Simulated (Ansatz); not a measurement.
ZnTe (zinc blende, F-43m), the program Ansatz at the r²SCAN level (PAW). The conduction-band minimum lies at Γ, with 1 equivalent valley. Second derivatives d²E/dk² of the lowest band at one valley (eV·Å²), along Cartesian directions:

```tsv
direction	d²E/dk²
[100]	68.68
[010]	68.68
[001]	68.68
[110]	68.59
[101]	68.59
[011]	68.59
```

Question: Find the principal effective masses, the density-of-states mass and the conductivity mass.

Answer: Off-diagonal terms follow from H_xy = H[110] − (H_xx + H_yy)/2, and m*/mₑ = 7.620 eV·Å² over each eigenvalue: 0.11, 0.11, 0.11. One valley's DOS mass (m₁m₂m₃)^(1/3) = 0.11, conductivity mass 3/(Σ 1/mᵢ) = 0.11 mₑ.

Question: What effective density of states Nc follows at 300 K for parabolic valleys?

Answer: Nc = 2.509e19 × 1 × (0.11)^(3/2) ≈ 9.2e17 cm⁻³.

The cell was relaxed with r²SCAN under the symmetry of its start; of distortions, only those at the zone centre were tested. Scalar-relativistic: spin–orbit coupling is off unless named, which matters more the heavier the elements.

Potentials: the later of the program's two PAW sets.

Edges and masses are those of Kohn–Sham bands, whose gap is no quasiparticle gap.
